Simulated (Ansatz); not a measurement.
# P (Cmce) in Ansatz: notebook

The runs below take P through single point, equation of state, with r2SCAN.

All numbers are computed with Ansatz 0.2.0; they aren't measurements. Logs are shortened: lines on timing, memory, paths and dates and some standing lists are left out, and cuts for length are marked.

## Step 1: The crystal as given

Symmetry: Cmce, No. 64, orthorhombic system. Conventional cell: a = 3.295 Å, b = 10.930 Å, c = 4.544 Å, α = 90.00°, β = 90.00°, γ = 90.00°. P (site symmetry m) is surrounded by 3 P at 2.20 to 2.25 Å.

## Step 2: Single point, r2SCAN, 19.23 Å³/atom (volume scaled by 0.94)

input.yaml reads:

```yaml
crystal:
  lattice:
    - [1.6141062751, -5.3534750391, 0.0]
    - [1.6141062751, 5.3534750391, 0.0]
    - [0.0, 0.0, 4.450882307]
  atoms:
    - { symbol: P, position: [0.90414313, 0.09585687, 0.58881517] }
    - { symbol: P, position: [0.09585687, 0.90414313, 0.41118483] }
    - { symbol: P, position: [0.59585687, 0.40414313, 0.08881517] }
    - { symbol: P, position: [0.40414313, 0.59585687, 0.91118483] }
hamiltonian:
  xc: r2scan
  pseudopotentials: { kind: paw }
kpoints:
  mp_grid: { grid: [8, 8, 6] }
scf:
  occupations: { method: fermi_dirac, width: 0.05 }
output:
  forces: true
  stress: true
  eigenvalues: true
  write_density: true
  write_potential: true
  elf: true
  volumetric_format: npy
```

Potentials or basis: Ansatz PAW.

The run is started by

```sh
> ansatz run input.yaml --threads 2 --pin off --max-ram 5632MiB --backend cpu --events-out ev --progress --plain --runs-dir out
```

Log:

```text
Warning: RAYON_NUM_THREADS=2 ignored (pool sized by the plan → 2); use --threads N
Engine: ansatz 0.2.0, aarch64-unknown-linux-gnu
Pseudopotentials: kind: paw
Pseudopotential: P, paw, valence charge 5, recommended cutoff 500 eV (meta_gga), P.paw.azcp
Functional definition: r2SCAN
  parameter k0 = 0.174
  parameter k1 = 0.065
  parameter a1 = 4.9479
  exchange = r2scan_x(k0 = k0, k1 = k1, a1 = a1)
  correlation = r2scan_c
Crystal: 4 atoms, lattice volume = 76.921 Å³
Basis set: ecut = 500 eV, 1935 PW (Γ), exchange–correlation on 180×180×144 points (64 copies of the dense FFT grid, shifted against one another)
Bands: 14, of which v1, the nominal top of the filled ones, is band 10 counted from 1 (9 counted from 0)
Symmetry: 8 space group operations
Space group: Cmce (ITA 64), of the structure as read, at distance tolerance 4.3e-5 Å
k-points: 84 of 384
Non-local potential: P, projectors of the file, l = 0: 2, l = 1: 2, l = 2: 2
PAW form: soft (Blöchl's): semilocal exchange-correlation on the pseudo side does not see the compensation charge
PAW frozen core: P, regenerated for the run's functional (the file was generated under x = pbe(κ = 0.804, μ = 0.2195149727645171), c = pbe(β = 0.06672455060314922))
PAW one-centre angular grid: P, 302 points (default); XC on 160 Gauss nodes
Initial density: superposition of atomic densities (neutral atoms: chi_scale 0, normalization atom), corrected by the library's trained network
Initial wavefunctions: pseudopotential atomic-orbital guess
Functional: x = r2scan, c = r2scan; τ floored in thin density (d = 2e-4 eV/Å³)
SCF iter   1: F=—  HF=-3036.510166 eV  |F-HF|=—  |Δ(HF+E_count)|=         —  Δρ=4.55e-3  dr2=1.63e-2  dr2_τ=4.37e-2  ethr=1.77e-3  ⟨swp⟩=7.6  Hψ=8942  notcnv=0
preconditioner: auto → none  [insulator: Δε(μ)=0.118 eV  Ē_g=9.771 eV  σ=0.050 eV  W_gap=0.53  n_scr=12 (ndim 8)  ℏωp=18.9 eV  f_vac=0.000  D(μ)=0.04/eV (n_scr^D=0)  ε∞_Penn≈4.8]
SCF iter   2: F=—  HF=-3036.551489 eV  |F-HF|=—  |Δ(HF+E_count)|=   4.13e-2  Δρ=2.43e-3  dr2=3.34e-3  dr2_τ=1.27e-4  ethr=8.13e-5  ⟨swp⟩=2.8  Hψ=3168  notcnv=0
SCF iter   3: F=—  HF=-3036.551471 eV  |F-HF|=—  |Δ(HF+E_count)|=   1.78e-5  Δρ=1.16e-3  dr2=7.67e-4  dr2_τ=2.15e-5  ethr=1.67e-5  ⟨swp⟩=2.1  Hψ=1809  notcnv=0
SCF iter   4: F=—  HF=-3036.551501 eV  |F-HF|=—  |Δ(HF+E_count)|=   3.03e-5  Δρ=2.13e-4  dr2=3.66e-5  dr2_τ=1.63e-6  ethr=3.83e-6  ⟨swp⟩=2.1  Hψ=1848  notcnv=0
SCF iter   5: F=—  HF=-3036.551514 eV  |F-HF|=—  |Δ(HF+E_count)|=   1.23e-5  Δρ=5.41e-5  dr2=1.67e-6  dr2_τ=6.92e-8  ethr=1.83e-7  ⟨swp⟩=2.8  Hψ=2440  notcnv=0
SCF iter   6: F=-3036.551515 eV  HF=-3036.551515 eV  |F-HF|=4.55e-8  |Δ(HF+E_count)|=   8.69e-7  Δρ=9.50e-6  dr2=4.37e-8  dr2_τ=1.85e-9  ethr=5.00e-10  ⟨swp⟩=12.9  Hψ=12808  notcnv=0
SCF 1 converged in 6 iterations: F = -3036.551515 eV  dr2 = 4.37e-8
SCF converged after 6 iterations
Free energy (F): -3036.551515 eV
Harris-Foulkes:  -3036.551515 eV  (|F-HF|=4.55e-8)
Internal energy: -3036.551187 eV  (E = F + TS)
E sigma→0 (E₀):  -3036.551351 eV
Entropy (-TS):   -0.000328 eV (-0.082 meV/atom)
Fermi energy:    7.643899 eV
--- Per-component energies (eV) ---
  E_band       = 2.549722
  E_kinetic    = 285.161438
  E_local      = -325.288489  (includes V_loc(G=0)·N_el)
  E_nonlocal   = 134.013491
  E_hartree    = 95.374478
  E_xc         = -234.913633
  E_vxc        = -262.677222  (∫ρ·V_xc dr)
  E_paw        = -2303.318444  (= ΣΔE_a)
  E_vpaw       = -31.534729  (= ΣTr[D̂ρ^β])
  E_aug_tail   = 0.000002  (compensation charges beyond the density's cutoff)
  E_vtau       = 12.128577  (kinetic-family band-sum trace: ∫τ·v_τ [+ j·A + Jᵃ·Aᵃ] dr)
  E_ewald      = -687.216663
  E_core_change = -0.363369  (= ΣΔE_core)
  E_smearing   = -0.000328  (= −TS)
  E_closure    = 0.000000  (closes the sum)
  Σ components = -3036.551515   (vs F -3036.551515, Δ=0.00e0)
--- Forces (eV/Å), atoms counted from 1 ---
  atom   1  P      0.00000000     0.49310721    -0.43521732
  atom   2  P      0.00000000    -0.49310721     0.43521732
  atom   3  P      0.00000000    -0.49310721    -0.43521732
  atom   4  P      0.00000000     0.49310721     0.43521732
  max |Σ_I F_I| component: 1.11e-16 eV/Å
--- Stress (GPa, compression-positive) ---
        7.799566       0.000000       0.000000
        0.000000       5.111542       0.000000
        0.000000       0.000000       6.007926
  P = ⅓ Tr σ = 6.3063 GPa (63.063 kbar)
--- Band table (eV; the first three rows and the last of 84) ---
  k-point 0: bands = ["-9.6555", "-6.5578", "-2.9248", "0.0196", "2.0764", "2.6355", "3.0212", "4.4297", "4.7019", "6.1708", "8.1427", "8.7214", "9.7784", "10.6806"]
  k-point 1: bands = ["-9.4973", "-6.8221", "-2.9209", "-0.1796", "2.0341", "2.7178", "3.1366", "4.6140", "5.1998", "5.4323", "8.7009", "9.4125", "9.5941", "10.5011"]
  k-point 2: bands = ["-9.0380", "-7.5100", "-2.6464", "-0.9776", "1.9801", "3.4582", "3.8092", "4.2047", "4.3358", "6.4049", "9.1606", "9.2699", "10.3686", "11.0424"]
  k-point 83: bands = ["-8.2653", "-8.2653", "-2.5365", "-2.5365", "3.8759", "3.8759", "4.4884", "4.4884", "5.4526", "5.4526", "9.2151", "9.2151", "10.5525", "10.5525"]
```

Wall time 11 s (2 threads of Arm Neoverse V1, shared host); peak memory 0.72 GiB.

What came out:

```yaml
Free_energy: -3036.5515 eV
Pressure: 6.3 GPa
Largest_force: 0.658 eV/Å
Band_gap_on_the_k_mesh: 0.15 eV, direct
```

Caveat: the PAW data sets come from PBE, with cores solved anew for the run's functional, which leaves a small shift of forces and pressure.

## Step 3: Single point, r2SCAN, 19.64 Å³/atom (volume scaled by 0.96)

input.yaml, as its differences from that of step 2:

```diff
@@ -2,5 +2,5 @@
   lattice:
-    - [1.6141062751, -5.3534750391, 0.0]
-    - [1.6141062751, 5.3534750391, 0.0]
-    - [0.0, 0.0, 4.450882307]
+    - [1.6254735952, -5.3911768097, 0.0]
+    - [1.6254735952, 5.3911768097, 0.0]
+    - [0.0, 0.0, 4.4822275814]
   atoms:
@@ -21,5 +21 @@
   eigenvalues: true
-  write_density: true
-  write_potential: true
-  elf: true
-  volumetric_format: npy
```

Potentials or basis: Ansatz PAW.

The run is started by

```sh
> ansatz run input.yaml --threads 2 --pin off --max-ram 5632MiB --backend cpu --events-out ev --progress --plain --runs-dir out
```

Wall time 8.2 s (2 threads of Arm Neoverse V1, shared host); peak memory 0.72 GiB.

The run converged. Its results:

| Quantity | Value |
| --- | --- |
| Free energy | -3036.6051 eV |
| Pressure | 4.2 GPa |
| Largest force | 0.452 eV/Å |
| Band gap on the k mesh | 0.17 eV, direct |

Caveat: the PAW data sets come from PBE, with cores solved anew for the run's functional, which leaves a small shift of forces and pressure.

## Step 4: Single point, r2SCAN, 20.05 Å³/atom (volume scaled by 0.98)

input.yaml, as its differences from that of step 3:

```diff
@@ -2,5 +2,5 @@
   lattice:
-    - [1.6254735952, -5.3911768097, 0.0]
-    - [1.6254735952, 5.3911768097, 0.0]
-    - [0.0, 0.0, 4.4822275814]
+    - [1.6366841122, -5.4283585144, 0.0]
+    - [1.6366841122, 5.4283585144, 0.0]
+    - [0.0, 0.0, 4.5131404726]
   atoms:
```

The run is started by

```sh
> ansatz run input.yaml --threads 2 --pin off --max-ram 5632MiB --backend cpu --events-out ev --progress --plain --runs-dir out
```

Wall time 8.2 s (2 threads of Arm Neoverse V1, shared host); peak memory 0.72 GiB.

It converged, with:

```
Free energy            : -3036.6384 eV
Pressure               : 2.3 GPa
Largest force          : 0.263 eV/Å
Band gap on the k mesh : 0.20 eV, direct
```

Caveat: the PAW data sets come from PBE, with cores solved anew for the run's functional, which leaves a small shift of forces and pressure.

## Step 5: Single point, r2SCAN, 20.46 Å³/atom

input.yaml, as its differences from that of step 4:

```diff
@@ -2,5 +2,5 @@
   lattice:
-    - [1.6366841122, -5.4283585144, 0.0]
-    - [1.6366841122, 5.4283585144, 0.0]
-    - [0.0, 0.0, 4.5131404726]
+    - [1.6477431241, -5.4650377251, 0.0]
+    - [1.6477431241, 5.4650377251, 0.0]
+    - [0.0, 0.0, 4.54363559]
   atoms:
@@ -21 +21,5 @@
   eigenvalues: true
+  write_density: true
+  write_potential: true
+  elf: true
+  volumetric_format: npy
```

The run is started by

```sh
> ansatz run input.yaml --threads 2 --pin off --max-ram 5632MiB --backend cpu --events-out ev --progress --plain --runs-dir out
```

Wall time 11 s (2 threads of Arm Neoverse V1, shared host); peak memory 0.73 GiB.

Results (log left out):

- Free energy: -3036.6536 eV
- Pressure: 0.7 GPa
- Largest force: 0.090 eV/Å
- Band gap on the k mesh: 0.23 eV, direct

Caveat: the PAW data sets come from PBE, with cores solved anew for the run's functional, which leaves a small shift of forces and pressure.

## Step 6: Single point, r2SCAN, 20.87 Å³/atom (volume scaled by 1.02)

input.yaml, as its differences from that of step 5:

```diff
@@ -2,5 +2,5 @@
   lattice:
-    - [1.6477431241, -5.4650377251, 0.0]
-    - [1.6477431241, 5.4650377251, 0.0]
-    - [0.0, 0.0, 4.54363559]
+    - [1.6586556482, -5.5012310827, 0.0]
+    - [1.6586556482, 5.5012310827, 0.0]
+    - [0.0, 0.0, 4.5737267689]
   atoms:
@@ -21,5 +21 @@
   eigenvalues: true
-  write_density: true
-  write_potential: true
-  elf: true
-  volumetric_format: npy
```

Potentials or basis: Ansatz PAW.

The run is started by

```sh
> ansatz run input.yaml --threads 2 --pin off --max-ram 5632MiB --backend cpu --events-out ev --progress --plain --runs-dir out
```

It took 8.8 s on 2 threads of Arm Neoverse V1, shared host; peak memory 0.73 GiB.

It converged, with:

- Free energy: -3036.6525 eV
- Pressure: -0.9 GPa
- Largest force: 0.081 eV/Å
- Band gap on the k mesh: 0.27 eV, direct

Caveat: the PAW data sets come from PBE, with cores solved anew for the run's functional, which leaves a small shift of forces and pressure.

## Step 7: Single point, r2SCAN, 21.28 Å³/atom (volume scaled by 1.04)

input.yaml, as its differences from that of step 6:

```diff
@@ -2,5 +2,5 @@
   lattice:
-    - [1.6586556482, -5.5012310827, 0.0]
-    - [1.6586556482, 5.5012310827, 0.0]
-    - [0.0, 0.0, 4.5737267689]
+    - [1.6694264413, -5.5369543634, 0.0]
+    - [1.6694264413, 5.5369543634, 0.0]
+    - [0.0, 0.0, 4.6034271255]
   atoms:
@@ -21 +21,5 @@
   eigenvalues: true
+  write_density: true
+  write_potential: true
+  elf: true
+  volumetric_format: npy
```

The run is started by

```sh
> ansatz run input.yaml --threads 2 --pin off --max-ram 5632MiB --backend cpu --events-out ev --progress --plain --runs-dir out
```

Run time: 11 s. Hardware: 2 threads of Arm Neoverse V1, shared host; peak memory 0.73 GiB.

Results (log left out):

```
Free energy            : -3036.6366 eV
Pressure               : -2.2 GPa
Largest force          : 0.230 eV/Å
Band gap on the k mesh : 0.31 eV, direct
```

Caveat: the PAW data sets come from PBE, with cores solved anew for the run's functional, which leaves a small shift of forces and pressure.

## Step 8: Single point, r2SCAN, 21.69 Å³/atom (volume scaled by 1.06)

input.yaml, as its differences from that of step 7:

```diff
@@ -2,5 +2,5 @@
   lattice:
-    - [1.6694264413, -5.5369543634, 0.0]
-    - [1.6694264413, 5.5369543634, 0.0]
-    - [0.0, 0.0, 4.6034271255]
+    - [1.6800600174, -5.5722225395, 0.0]
+    - [1.6800600174, 5.5722225395, 0.0]
+    - [0.0, 0.0, 4.632749108]
   atoms:
@@ -21,5 +21 @@
   eigenvalues: true
-  write_density: true
-  write_potential: true
-  elf: true
-  volumetric_format: npy
```

The run is started by

```sh
> ansatz run input.yaml --threads 2 --pin off --max-ram 5632MiB --backend cpu --events-out ev --progress --plain --runs-dir out
```

Run time: 9 s. Hardware: 2 threads of Arm Neoverse V1, shared host; peak memory 0.73 GiB.

It converged, with:

| Quantity | Value |
| --- | --- |
| Free energy | -3036.6075 eV |
| Pressure | -3.5 GPa |
| Largest force | 0.371 eV/Å |
| Band gap on the k mesh | 0.35 eV, direct |

Caveat: the PAW data sets come from PBE, with cores solved anew for the run's functional, which leaves a small shift of forces and pressure.

## Step 9: Equation of state, r2SCAN

Potentials or basis: Ansatz PAW.

This step only gathers the single runs of the series.

What came out:

| Quantity | Value |
| --- | --- |
| Equilibrium volume | 20.63 Å³/atom |
| Bulk modulus at fixed shape and positions | 77 GPa |
| Pressure derivative of the bulk modulus | 4.3 |

Energy against volume, from the lowest point:
```tsv
volume (Å³/atom)	energy (meV/atom)
19.230	25.53
19.639	12.13
20.049	3.80
20.458	0.00
20.867	0.29
21.276	4.25
21.685	11.53
```

Caveat: the cell was scaled at fixed shape and fractional positions, which overstates the stiffness of a crystal with free parameters, most of all of layers and chains; the PAW data sets were made with another functional, which shifts forces and pressure a little.
